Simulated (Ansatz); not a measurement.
The parent structure is InN in the wurtzite structure (space group P6_3mc, No. 186; a = 3.5805 Å, c = 5.7878 Å).

Method: PBE (Ansatz, an electronic-structure program), no spin-orbit coupling.

For the base:

* **Band gap**: zero
* **Shortest interatomic distance**: 2.183 Å

One thing is altered: cell and atoms relaxed at a pressure of 30 GPa.

### Question
How does this affect the band gap, valence-band top at Γ and shortest interatomic distance?

### Answer
The band gap changes from zero to 0.19 eV; the valence-band top at Γ (three highest levels, from the VBM) is 0.00, 0.00, -0.07 eV; the shortest interatomic distance shrinks by 0.119 Å, from 2.183 Å to 2.064 Å.

Load acts through the strain it causes; cell and atoms are relaxed under it. Whether these cells are dynamically stable was not tested. Tetrahedral semiconductors of this kind turn to denser phases somewhere between about 1 and 50 GPa; those were not computed, so compressed cells here can lie past the real transition. All final runs are without spin polarisation. The zero or small gap of InN can change with the level of theory.
